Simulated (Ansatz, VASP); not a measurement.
## One calculation of ZnS, two programs

INCAR

```
SYSTEM = ZnS
ALGO = Normal ; EDIFF = 1E-6
ENCUT = 520 ; GGA = PS
ISIF = 2 ; ISMEAR = 0
LASPH = .TRUE. ; LCHARG = .FALSE.
LREAL = .FALSE. ; LWAVE = .FALSE.
NBANDS = 26 ; NELM = 60
PREC = Accurate ; SIGMA = 0.01
```

Contents of KPOINTS:

```
k-points
0
G
  9 9 6
  0 0 0
```

The input POSCAR:

```
ZnS
1.0
    3.7822376623      0.0000000000      0.0000000000
   -1.8911188312      3.2755138987      0.0000000000
    0.0000000000      0.0000000000      6.2081819577
Zn S
2 2
Direct
    0.3333333333      0.6666666667     -0.0278842931
    0.6666666667      0.3333333333      0.4721157069
    0.3333333333      0.6666666667      0.4028842931
    0.6666666667      0.3333333333      0.9028842931
```

Input for Ansatz:

```yaml
crystal:
  lattice:
    - [3.7822376623, 0.0, 0.0]
    - [-1.8911188312, 3.2755138987, 0.0]
    - [0.0, 0.0, 6.2081819577]
  atoms:
    - { symbol: Zn, position: [0.3333333333, 0.6666666667, -0.0278842931] }
    - { symbol: Zn, position: [0.6666666667, 0.3333333333, 0.4721157069] }
    - { symbol: S, position: [0.3333333333, 0.6666666667, 0.4028842931] }
    - { symbol: S, position: [0.6666666667, 0.3333333333, 0.9028842931] }
basis:
  ecutwfc: 420
  xc_grid: 2
kpoints:
  mp_grid: { grid: [9, 9, 6] }
hamiltonian:
  xc: pbesol
  pseudopotentials: { kind: paw, azcp: { folder: soft_1 } }
scf:
  occupations: { method: fixed }
output:
  forces: true
  stress: true
  eigenvalues: true
  polarization: {}
```

Change from the starting cell: polar distortion scaled by 0.55.

Alike in both runs: task single point; functional PBEsol; k mesh 9 × 9 × 6; no spin polarisation.

```csv
,VASP,Ansatz
version,VASP 6.6.1,Ansatz 0.2.0
potentials or method,"VASP PAW PBE potentials, release 64 (Zn, S)","scalar-relativistic, plane waves, PAW"
plane-wave cutoff (eV),520,420
occupations,"gaussian, width 0.01 eV",fixed
valence electrons in the cell,36,36
```

```tsv
	VASP	Ansatz	Ansatz less VASP
gap on the k mesh at the Fermi level (eV)	2.37	2.35	-0.014
least direct gap on the mesh (eV)	2.37	2.35	-0.014
pressure (GPa)	3.2	3.0	-0.20
largest component of the traceless stress (GPa)	5.46	5.35	-0.104
rms of the force components (eV/Å)	0.492	0.487	-0.0050
```

Atom by atom the forces differ by 0.005 eV/Å (rms over components). Ansatz warned: «pseudo_functional_mismatch».

Caveats: the PAW data sets were made with another functional, which shifts forces and pressure a little (VASP); an odd mesh through Γ misses points on the zone boundary, where band edges often lie.
